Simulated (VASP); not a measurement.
A run of VASP 6.6.1 is set up as follows.

File INCAR:

```
SYSTEM = GaP
PREC = Accurate
ENCUT = 520
EDIFF = 1E-6
ISMEAR = 0
SIGMA = 0.02
LREAL = .FALSE.
LASPH = .TRUE.
NELM = 80
ALGO = Fast
ISIF = 2
LWAVE = .FALSE.
LCHARG = .FALSE.
GGA = PS
```

The input KPOINTS:

```
regular mesh
0
G
  8 8 8
  0 0 0
```

File POSCAR:

```
GaP
1.0
    0.0000000000      2.7258124900      2.7258124900
    2.7258124900      0.0000000000      2.7258124900
    2.7258124900      2.7258124900      0.0000000000
Ga P
1 1
Direct
    0.0000000000      0.0000000000      0.0000000000
    0.7500000000      0.7500000000      0.7500000000
```

Potentials or basis: VASP PAW PBE potentials, release 64 (Ga_d, P).

Command:

```sh
$ cat potpaw_PBE.64/Ga_d/POTCAR potpaw_PBE.64/P/POTCAR > POTCAR
$ mpirun -np 1 vasp_std > vasp.out
```

What does it give for the pressure?

-0.7 GPa.

Predict the band gap on the k mesh.

1.52 eV, indirect (least direct gap 1.75 eV).

Caveat: the PAW data sets were made with another functional, which shifts forces and pressure a little.

**Experimental background.**

From “Stacking defects in GaP nanowires: Electronic structure and optical properties”, 2018, arxiv:1810.01194, for a bulk crystal of GaP at 10 K: band gap 2.34 eV (indirect).

Against the measured gap of GaP, 2.34 eV (indirect; 10 K; quoted in “Stacking defects in GaP nanowires: Electronic structure and optical properties”, 2018, arxiv:1810.01194), the calculated 1.52 eV is off by -0.82 eV. Spin-orbit coupling on Ga is left out. The value is that of PBEsol on a finite k mesh, which can miss the band edges, without temperature or zero-point motion. Semilocal functionals fall short of measured gaps as a rule. The cell is a database's relaxed one, not the measured one, which moves gaps too.
